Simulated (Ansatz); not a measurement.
## How Ti stores the work of compression

Level of theory: DFT PBEsol, scalar-relativistic, plane waves, PAW in Ansatz 0.2.0. Run with 420 eV cutoff, 18×18×10 k-mesh, Gaussian smearing of 0.10 eV, no spin polarisation.

Starting point, cell and atoms relaxed:

```yaml
crystal:
  lattice:
    - [2.90044, 0.00000, 0.00000]
    - [-1.45022, 2.51185, 0.00000]
    - [0.00000, 0.00000, 4.59099]
  atoms:
    - { symbol: Ti, position: [0.33333, 0.66667, 0.25000] }
    - { symbol: Ti, position: [0.66667, 0.33333, 0.75000] }
```

Cell and atoms were relaxed at each target pressure within the start's symmetry (P6_3/mmc), at zero temperature; other phases can be more stable under pressure. H = E + PV with P the target; E is the free energy at the smearing used, whose derivative the pressure is, per atom and counted from zero pressure.

```
P (GPa) V (Å³/atom) E − E0 (meV) H − H0 (meV)
      0       16.724           0.0           0.0
      3       16.328           3.6         309.4
      8       15.749          23.3         809.7
     15       15.065          71.9        1482.3
     30       13.916         230.4        2836.0
     60       12.306         672.7        5281.2
```

Problem. Thermodynamics gives dH/dP = V along a relaxed path. Integrate V over P by the trapezoid rule and compare with the computed enthalpies.

Solution. With 1 eV/Å³ = 160.22 GPa, each step adds the mean volume times ΔP / 160.22:
| P (GPa) | ∫V dP (meV) | H − H0 (meV) | difference (meV) |
| --- | --- | --- | --- |
| 3 | 309.4 | 309.4 | 0.1 |
| 8 | 810.0 | 809.7 | 0.3 |
| 15 | 1483.1 | 1482.3 | 0.8 |
| 30 | 2839.7 | 2836.0 | 3.7 |
| 60 | 5294.6 | 5281.2 | 13.4 |

V(P) curves upward, so the trapezoid rule runs high; integrating a smooth curve through the same points (P as a polynomial of degree 4 in ln V) puts that excess at about 13.5 meV at 60 GPa, against the 13.4 meV found.

Problem. At 60 GPa, how much of the enthalpy change is stored energy and how much is the PV term?

Solution. E rises by 673 meV/atom and PV is 60 × 12.306 / 160.22 = 4608 meV/atom, so PV makes 87 % of ΔH. So between rival structures at high pressure a small difference in volume can outweigh the difference in energy: 1 % of this volume is worth 46.1 meV/atom at this pressure.

Problem. What bulk modulus do the lowest pressures give?

Solution. From the pressures that the runs reached, -3.00 GPa (17.170 Å³) and 3.00 GPa (16.328 Å³), B = −ΔP/Δln V = 6.00 / 0.0502 = 119 GPa, a mean over that range.

The stored energy is a small part of the enthalpy at first, but its share grows at every step. Zero pressure is the minimum of E(V), so E rises roughly quadratically with pressure at the start, while PV rises linearly. The metal also stiffens: each further GPa removes less volume, because squeezing the valence electrons raises their kinetic energy and the repulsion from the ion cores grows. In titanium, compression also moves sp electrons into the d band, whose bonding probably offsets part of this cost.

The starting volume of 16.724 Å³/atom is clearly below the measured one, and the bulk modulus of 119 GPa is somewhat high. Both fit the tendency of PBEsol to overbind 3d metals. The match between ∫V dP and the enthalpies shows that energies and pressures are consistent with each other, but it doesn't test the functional. The weight of the PV term matters for titanium in particular, since its known high-pressure omega phase is denser than hcp and so gains from compression.
